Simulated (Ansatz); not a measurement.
Crystal: Au.

```xyz
2
Lattice="2.8155 0.0000 0.0000 -0.0130 2.8202 0.0000 -1.1379 -1.1854 4.9240" Properties=species:S:1:pos:R:3 pbc="T T T"
Au    1.5740    1.5533    1.3495
Au    0.0907    0.0815    3.5746
```

This isn't the form of Au at room conditions, which is fcc.

Base run:

* Program: Ansatz 0.2.0
* Functional: LDA
* Potentials or basis: all-electron LAPW, scalar-relativistic
* Cutoff: 280 eV
* Density cutoff: 1121 eV
* Basis error allowed: 0.001 eV/atom
* k mesh: 10 × 10 × 6
* Occupations: fermi-dirac, width 0.05 eV
* Spin: no spin polarisation

Its results: pressure -11.8 GPa; largest force 0.152 eV/Å.

The run is repeated on the same cell with these changes: functional from LDA to PBEsol. What comes out?

Pressure -8.0 GPa; largest force 0.127 eV/Å.

PBEsol binds less tightly than LDA, so the same cell stands under more pressure.

Not every run made on this cell is shown here.
